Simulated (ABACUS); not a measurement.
The system is BaTiO3.

```
Ba Ti O
1.0
     3.99980    0.00000    0.00000
     0.00000    3.99980    0.00000
     0.00000    0.00000    4.01800
Ba Ti O
1 1 3
Direct
  0.00000 0.00000 0.00000
  0.50000 0.50000 0.49000
  0.00000 0.50000 0.51700
  0.50000 0.00000 0.51700
  0.50000 0.50000 0.01900
```

```yaml
Program: ABACUS 3.10.1
Task: single point
Functional: PBEsol
Potentials_or_basis: PseudoDojo NC SR 0.4.1 PBEsol standard
Cutoff: 1143 eV
Density_cutoff: 4572 eV
Basis: plane waves
k_mesh: 7 × 7 × 7
Occupations: fermi-dirac, width 0.05 eV
Spin: no spin polarisation
```

On this cell: pressure -3.5 GPa; largest force 0.367 eV/Å; band gap on the k mesh 1.88 eV, indirect (least direct gap 2.06 eV).

The same run follows on a disturbed copy (atoms moved at random, drawn with an rms of 0.05 Å):

```
Ba Ti O
1.0
     3.99980    0.00000    0.00000
     0.00000    3.99980    0.00000
     0.00000    0.00000    4.01800
Ba Ti O
1 1 3
Direct
  0.99009 0.01538 0.99613
  0.49689 0.50035 0.49338
  0.99631 0.50045 0.51255
  0.51343 0.00046 0.52163
  0.50648 0.49304 0.02463
```

Problem. What changes?

Solution. The energy moves by +7.5 meV/atom; pressure -3.0 GPa; largest force 0.494 eV/Å; band gap on the k mesh 1.90 eV, indirect (least direct gap 2.07 eV).

Forces in eV/Å, atoms in the order of the input:
```
Ba   0.238 -0.377  0.213
Ti   0.009  0.167 -0.318
O    0.438  0.054  0.070
O   -0.412 -0.046 -0.117
O   -0.273  0.202  0.152
```

Stress tensor (GPa, compression positive):
```
-3.24 -0.20  0.45
-0.20 -3.63 -0.19
 0.45 -0.19 -2.23
```

Caveats: this release of the barium file is off; there are fewer bands than atomic start orbitals, so a level may be missed at k points of high symmetry; spin-orbit coupling is left out, which moves the levels of the heavy elements; an odd mesh through Γ misses points on the zone boundary, where band edges often lie.
